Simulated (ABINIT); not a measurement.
# GaP (F-43m) in ABINIT: notebook, part 2 of 2

ABINIT 10.8.3 (patched build). Earlier steps stand in the parts before.

## 3. Relaxation of cell and atoms, PBEsol

run.abi reads:

```
# Pseudopotentials
pp_dirpath "./"
pseudos "Ga.upf, P.upf"

# Structure
acell 3*1.0 Angstrom
rprim
     0.0000000000     2.7252500000     2.7252500000
     2.7252500000     0.0000000000     2.7252500000
     2.7252500000     2.7252500000     0.0000000000
ntypat 2
znucl 31 15
natom 2
typat 1 2
chkprim 0
chksymtnons 0
tolsym 1.0e-6
xred
            0.0            0.0            0.0
            3/4            3/4            3/4

# Plane-wave basis
ecut 1088.455450 eV
ecutsm 0.5

# k points
kptopt 1
ngkpt 6 6 6
nshiftk 1
shiftk 0.0 0.0 0.0

# Exchange and correlation
ixc -116133

# Bands and occupations
nband 13
occopt 3
tsmear 0.05 eV

# SCF cycle
nstep 80
tolvrs 1.0e-12

# Output
iomode 3
prteig 0
prtebands 0
prtwf 0
prtden 0

# Relaxation
ionmov 2
optcell 2
ntime 50
tolmxf 2.0e-5
dilatmx 1.08
```

Potentials or basis: PseudoDojo NC SR PBEsol v0.4.1 standard.

Launch:

```
mpirun --bind-to none -np 4 abinit run.abi > log 2>&1
```

run.abo:

```text
.Version 10.8.3 of ABINIT
 Symmetries : space group F-4 3 m (#216); Bravais cF (face-center cubic)
================================================================================
 Values of the parameters that define the memory need of the present run
     intxc =       0    ionmov =       2      iscf =       7    lmnmax =       6
     lnmax =       6     mgfft =      48  mpssoang =       3    mqgrid =    3001
     natom =       2  nloc_mem =       1    nspden =       1   nspinor =       1
    nsppol =       1      nsym =      24    n1xccc =    2501    ntypat =       2
    occopt =       3   xclevel =       2
       mpw =        4175          nfft =      110592          nkpt =          16
================================================================================
================================================================================

--------------------------------------------------------------------------------
------------- Echo of variables that govern the present computation ------------
--------------------------------------------------------------------------------
 -outvars: echo values of preprocessed input variables --------
            acell      1.8897261259E+00  1.8897261259E+00  1.8897261259E+00 Bohr
              amu      6.97230000E+01  3.09737620E+01
          chkprim           0
      chksymtnons           0
          dilatmx      1.08000000E+00
             ecut      4.00000000E+01 Hartree
           ecutsm      5.00000000E-01 Hartree
           ionmov           2
              ixc     -116133
         kptrlatt        6    0    0      0    6    0      0    0    6
          kptrlen      4.36989965E+01
            natom           2
            nband          13
            ngfft          48      48      48
             nkpt          16
            nstep          80
             nsym          24
            ntime          50
           ntypat           2
           occopt           3
          optcell           2
           prtden           0
        prtebands           0
           prteig           0
            prtwf           0
            rprim      0.0000000000E+00  2.7252500000E+00  2.7252500000E+00
                       2.7252500000E+00  0.0000000000E+00  2.7252500000E+00
[... 367 lines left out ...]
    1       0.000000000000      0.000000000000      0.000000000000
    2       0.000000000000      0.000000000000      0.000000000000

 cartesian coordinates (angstrom) at end:
    1     -0.00000000000000    -0.00000000000000     0.00000000000000
    2      4.08026496497003     4.08026496497003     4.08026496497003

 cartesian forces (hartree/bohr) at end:
    1     -0.00000000000000    -0.00000000000000    -0.00000000000000
    2     -0.00000000000000    -0.00000000000000    -0.00000000000000
 frms,max,avg= 0.0000000E+00 0.0000000E+00   0.000E+00  0.000E+00  0.000E+00 h/b

 cartesian forces (eV/Angstrom) at end:
    1     -0.00000000000000    -0.00000000000000    -0.00000000000000
    2     -0.00000000000000    -0.00000000000000    -0.00000000000000
 frms,max,avg= 0.0000000E+00 0.0000000E+00   0.000E+00  0.000E+00  0.000E+00 e/A
 length scales=  7.269607655760  7.269607655760  7.269607655760 bohr
              =  3.846910701024  3.846910701024  3.846910701024 angstroms
 Fermi (or HOMO) energy (hartree) =   0.18953   Average Vxc (hartree)=  -0.36905
 Eigenvalues (hartree) for nkpt=  16  k points:
 kpt#   1, nband= 13, wtk=  0.00463, kpt=  0.0000  0.0000  0.0000 (reduced coord)
  -0.37408   -0.37408   -0.37408   -0.37039   -0.37039   -0.29953    0.16221    0.16221
   0.16221    0.22761    0.30257    0.30257    0.30257
      occupation numbers for kpt#   1
   2.00000    2.00000    2.00000    2.00000    2.00000    2.00000    2.00000    2.00000
   2.00000    0.00000    0.00000    0.00000    0.00000
 prteigrs : prtvol=0 or 1, do not print more k-points.

--- !EnergyTerms
iteration_state     : {dtset: 1, itime: 3, icycle: 1, }
comment             : Components of total free energy in Hartree
kinetic             :  6.51760067485171E+01
hartree             :  2.60449406721716E+01
xc                  : -2.27650686215858E+01
Ewald energy        : -4.83287813248035E+01
psp_core            :  2.10853432441202E+00
local_psp           : -6.85232197153322E+01
non_local_psp       : -3.70140586579011E+01
internal            : -8.33016465745218E+01
'-kT*entropy'       : -5.86083874810116E-10
total_energy        : -8.33016465751079E+01
total_energy_eV     : -2.26675327988146E+03
band_energy         : -3.94349325213863E+00
...

 Cartesian components of stress tensor (hartree/bohr^3)
  sigma(1 1)= -1.31306792E-07  sigma(3 2)=  0.00000000E+00
  sigma(2 2)= -1.31306792E-07  sigma(3 1)=  0.00000000E+00
  sigma(3 3)= -1.31306792E-07  sigma(2 1)=  0.00000000E+00

-Cartesian components of stress tensor (GPa)         [Pressure=  3.8632E-03 GPa]
- sigma(1 1)= -3.86317920E-03  sigma(3 2)=  0.00000000E+00
- sigma(2 2)= -3.86317920E-03  sigma(3 1)=  0.00000000E+00
- sigma(3 3)= -3.86317920E-03  sigma(2 1)=  0.00000000E+00

== END DATASET(S) ==============================================================
================================================================================

 -outvars: echo values of variables after computation  --------
            acell      7.2696076558E+00  7.2696076558E+00  7.2696076558E+00 Bohr
           etotal     -8.3301646575E+01
            fcart     -0.0000000000E+00 -0.0000000000E+00 -0.0000000000E+00
                      -0.0000000000E+00 -0.0000000000E+00 -0.0000000000E+00
            rprim      0.0000000000E+00  7.0710678119E-01  7.0710678119E-01
                       7.0710678119E-01  0.0000000000E+00  7.0710678119E-01
                       7.0710678119E-01  7.0710678119E-01  0.0000000000E+00
           strten     -1.3130679225E-07 -1.3130679225E-07 -1.3130679225E-07
                       0.0000000000E+00  0.0000000000E+00  0.0000000000E+00
           xangst     -6.3837023887E-32 -6.3837023887E-32  1.9151107166E-31
                       4.0802649650E+00  4.0802649650E+00  4.0802649650E+00
             xred      3.5201955015E-32  3.5201955015E-32 -5.8669925025E-32
                       7.5000000000E-01  7.5000000000E-01  7.5000000000E-01
 Calculation completed.
```

Run time: 24 s. Hardware: 4 MPI ranks of Arm Neoverse V2, shared host; peak memory 0.36 GiB.

Results:

```yaml
Free_energy: -2266.7533 eV
Relaxed_volume: 20.13 Å³/atom
Relaxed_cell: a = 3.847 Å, b = 3.847 Å, c = 3.847 Å, α = 60.00°, β = 60.00°, γ = 60.00°
Space_group_after_relaxing_to_0.05_Å: F-43m (No. 216)
Energy_gained_by_relaxing: 0.2 meV/atom
Ionic_steps: 3
Pressure_after_relaxing: 0.0 GPa
Band_gap_on_the_k_mesh: 1.50 eV, indirect (least direct gap 1.78 eV)
```

Step by step:
```tsv
step	energy change (eV)	largest force (eV/Å)	pressure (GPa)	volume (Å³)
1	0.0000	0.0000	-0.47	40.48
2	-0.0001	0.0000	-0.35	40.42
3	-0.0003	0.0000	0.00	40.26
```

Final structure:
```cif
data_structure
_symmetry_space_group_name_H-M 'P 1'
_symmetry_Int_Tables_number 1
_cell_length_a 3.8469
_cell_length_b 3.8469
_cell_length_c 3.8469
_cell_angle_alpha 60.000
_cell_angle_beta 60.000
_cell_angle_gamma 60.000
_cell_volume 40.26
loop_
_atom_site_label
_atom_site_type_symbol
_atom_site_fract_x
_atom_site_fract_y
_atom_site_fract_z
_atom_site_occupancy
Ga1 Ga 0.00000 0.00000 0.00000 1
P1 P 0.75000 0.75000 0.75000 1
```

A k mesh can miss the band edges.

## 4. Single point, PBEsol (cell relaxed)

run.abi reads:

```
# Pseudopotentials
pp_dirpath "./"
pseudos "Ga.upf, P.upf"

# Structure
acell 3*1.0
rprim
     0.0000000000     5.1403888791     5.1403888791
     5.1403888791     0.0000000000     5.1403888791
     5.1403888791     5.1403888791     0.0000000000
ntypat 2
znucl 31 15
natom 2
typat 1 2
xred
     0.0000000000     0.0000000000     0.0000000000
     0.7500000000     0.7500000000     0.7500000000
chkprim 0
chksymtnons 0
tolsym 1.0e-6

# Plane-wave basis
ecut 40.0

# k points
kptopt 1
ngkpt 6 6 6
nshiftk 1
shiftk 0.0 0.0 0.0

# Exchange and correlation
ixc -116133

# Bands and occupations
nband 13
occopt 3
tsmear 0.05 eV

# SCF cycle
nstep 100
tolvrs 1.0e-10

# Output
iomode 3
prtwf 0
prteig 0
prtebands 0
enunit 2
prtden 1
prtvha 1
prtvclmb 1
prtpot 1
prtelf 1
```

Launch:

```
mpirun --bind-to none -np 4 abinit run.abi > log 2>&1
```

Wall time 8.2 s (4 MPI ranks of Arm Neoverse V2, shared host); peak memory 0.32 GiB.

It converged, with:

```
Free energy                                           : -2266.7534 eV
Pressure                                              : 0.0 GPa
Band gap on the k mesh                                : 1.50 eV, indirect (least direct gap 1.78 eV)
Valence electrons inside the program's atomic spheres : Ga 10.85; P 2.79
```

Levels at points of the mesh, in eV from the valence-band top:
```tsv
k point	band 7	band 8	band 9	band 10	band 11	band 12
(0.00, 0.00, 0.00)	0.00	0.00	0.00	1.78	3.82	3.82
(0.50, 0.00, 0.00)	-6.73	-1.14	-1.14	1.59	4.64	4.64
(0.50, 0.50, 0.00)	-6.83	-2.73	-2.73	1.50	1.71	10.56
```

A k mesh can miss the band edges.

## 5. Single point, LDA

run.abi reads:

```
# Pseudopotentials
pp_dirpath "./"
pseudos "Ga.upf, P.upf"

# Structure
acell 3*1.0
rprim
     0.0000000000     5.1499761211     5.1499761211
     5.1499761211     0.0000000000     5.1499761211
     5.1499761211     5.1499761211     0.0000000000
ntypat 2
znucl 31 15
natom 2
typat 1 2
xred
     0.0000000000     0.0000000000     0.0000000000
     0.7500000000     0.7500000000     0.7500000000

# Plane-wave basis
ecut 40.0

# k points
kptopt 1
ngkpt 6 6 6
nshiftk 1
shiftk 0.0 0.0 0.0

# Exchange and correlation
ixc 7

# Bands and occupations
nband 13
occopt 3
tsmear 0.05 eV

# SCF cycle
nstep 100
tolvrs 1.0e-10

# Output
iomode 3
prtwf 0
prtden 0
prteig 0
prtebands 0
```

Potentials or basis: PseudoDojo NC SR LDA v0.4.1 standard.

Launch:

```
mpirun --bind-to none -np 4 abinit run.abi > log 2>&1
```

Wall time 9.5 s (4 MPI ranks of Arm Neoverse V1, shared host); peak memory 0.28 GiB.

Results (log left out):

* Free energy: -2268.0219 eV
* Pressure: -2.9 GPa
* Band gap on the k mesh: 1.50 eV, indirect (least direct gap 1.60 eV)
* Valence electrons inside the program's atomic spheres: Ga 10.84; P 2.80

Levels at points of the mesh, in eV from the valence-band top:
```tsv
k point	band 6	band 7	band 8	band 9	band 10	band 11	band 12	band 13
(0.00, 0.00, 0.00)	-12.52	0.00	0.00	0.00	1.60	3.79	3.79	3.79
(0.50, 0.00, 0.00)	-10.44	-6.72	-1.13	-1.13	1.50	4.63	4.63	8.06
(0.50, 0.50, 0.00)	-9.52	-6.85	-2.71	-2.71	1.50	1.68	10.43	10.43
```

## 6. The runs side by side

| task | level | potentials or basis | spin | cell | cutoff (eV) | cell freedom (optcell) | optimiser (ionmov) | cutoff smearing ecutsm (Ha) | force stop (Ha/bohr) | gap on the mesh (eV) | pressure (GPa) |
| --- | --- | --- | --- | --- | --- | --- | --- | --- | --- | --- | --- |
| single point | PBE | PseudoDojo NC FR PBE v0.4 standard | SOC, no magnetisation | as given | 980 | - | - | - | - | 1.62 | 1.7 |
| relaxation of cell and atoms | PBEsol | PseudoDojo NC SR PBEsol v0.4.1 standard | off | relaxed | 1088 | 2 | 2 | 0.5 | 2e-05 | 1.50 | 0.0 |
| single point | PBEsol | PseudoDojo NC SR PBEsol v0.4.1 standard | off | cell relaxed | 1088 | - | - | - | - | 1.50 | 0.0 |
| single point | LDA | PseudoDojo NC SR LDA v0.4.1 standard | off | as given | 1088 | - | - | - | - | 1.50 | -2.9 |

Alike in all rows: k mesh 6 × 6 × 6; smearing fermi-dirac 0.05 eV.

Total energies depend on the potentials used, so only differences within one code and one set of settings carry meaning.

## 7. Against experiment

Step 2. Against the measured gap of GaP, 2.34 eV (indirect; 10 K; quoted in “Stacking defects in GaP nanowires: Electronic structure and optical properties”, 2018, arxiv:1810.01194), the calculated 1.62 eV is off by -0.72 eV. The value is that of PBE on a finite k mesh, which can miss the band edges, without temperature or zero-point motion. Semilocal functionals fall short of measured gaps as a rule.

Step 5. A measured gap of GaP is 2.34 eV (indirect; 10 K; quoted in “Stacking defects in GaP nanowires: Electronic structure and optical properties”, 2018, arxiv:1810.01194); the calculated 1.50 eV misses it by -0.84 eV. Spin-orbit coupling on Ga is left out. The value is that of LDA on a finite k mesh, which can miss the band edges, without temperature or zero-point motion. Semilocal functionals fall short of measured gaps as a rule.
